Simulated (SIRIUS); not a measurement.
A run of SIRIUS 7.10.0:

The input sirius.json:

```json
{
  "control": {
    "processing_unit": "cpu",
    "verbosity": 2,
    "num_bands_to_print": 13,
    "print_forces": true,
    "print_stress": true
  },
  "parameters": {
    "electronic_structure_method": "pseudopotential",
    "xc_functionals": ["XC_GGA_X_PBE_SOL", "XC_GGA_C_PBE_SOL"],
    "gk_cutoff": 9.4,
    "pw_cutoff": 18.8,
    "ngridk": [11, 11, 11],
    "shiftk": [0, 0, 0],
    "smearing": "fermi_dirac",
    "smearing_width": 0.0018374661,
    "num_bands": 13,
    "num_mag_dims": 0,
    "num_dft_iter": 100,
    "energy_tol": 1e-08,
    "density_tol": 1e-06
  },
  "iterative_solver": {
    "type": "davidson",
    "min_tolerance": 1e-09,
    "tolerance_scale": [0.1, 0.25]
  },
  "mixer": {
    "type": "anderson",
    "beta": 0.7,
    "max_history": 8
  },
  "settings": {
    "tol_ne": 1e-10,
    "pseudo_grid_cutoff": 6.5
  },
  "unit_cell": {
    "lattice_vectors": [
      [0.0, 0.707106781187, 0.707106781187],
      [0.707106781187, 0.0, 0.707106781187],
      [0.707106781187, 0.707106781187, 0.0]
    ],
    "lattice_vectors_scale": 5.7859112211,
    "atom_coordinate_units": "lattice",
    "atom_types": ["C", "Be"],
    "atom_files": {
      "Be": "Be.json",
      "C": "C.json"
    },
    "atoms": {
      "C": [
        [0.0, 0.0, 0.0]
      ],
      "Be": [
        [0.75, 0.75, 0.75],
        [0.25, 0.25, 0.25]
      ]
    }
  }
}
```

Potentials or basis: PseudoDojo 0.4.1 PBEsol standard (scalar relativistic).

Launch:

```console
$ upf_to_json Be.upf
$ upf_to_json C.upf
$ OMP_NUM_THREADS=1 sirius.scf --input=sirius.json --output=out.json --task=0
```

Hardware: 1 thread of Arm Neoverse V1 (shared host).

Q: How long does it take, and how much memory?

A: It took 32 s on 1 thread of Arm Neoverse V1, on a shared host, peak memory 0.25 GiB. Counts: scf iterations 12, k points 56, plane waves 1917, bands 13.
